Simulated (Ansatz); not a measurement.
In CaO (rock salt type) the Ca atom of the primitive cell, with all its periodic images, is moved by 0.06 Å along [111].

```
Ca O
1.0
     0.00000    2.41500    2.41500
     2.41500    0.00000    2.41500
     2.41500    2.41500    0.00000
Ca O
1 1
Direct
  0.00717 0.00717 0.00717
  0.50000 0.50000 0.50000
```

All numbers below come from Ansatz, HSE06, plane waves, all-electron PAW datasets generated for the crystal, point nucleus.

Cutoff 340 eV; exchange singularity: regularized; k-mesh 4×4×4 Γ-centred; Fermi–Dirac smearing of 0.05 eV; no spin polarisation.

Q: What force results?

A: The force on it along the displacement is -0.1723 eV/Å, a force constant of 2.87 eV/Å². The cell stands under a pressure of -2.0 GPa, which shifts the constant from its value at the relaxed volume.

| atom | Fx (eV/Å) | Fy (eV/Å) | Fz (eV/Å) |
| --- | --- | --- | --- |
| Ca1 | -0.0995 | -0.0995 | -0.0995 |
| O2 | 0.0995 | 0.0995 | 0.0995 |
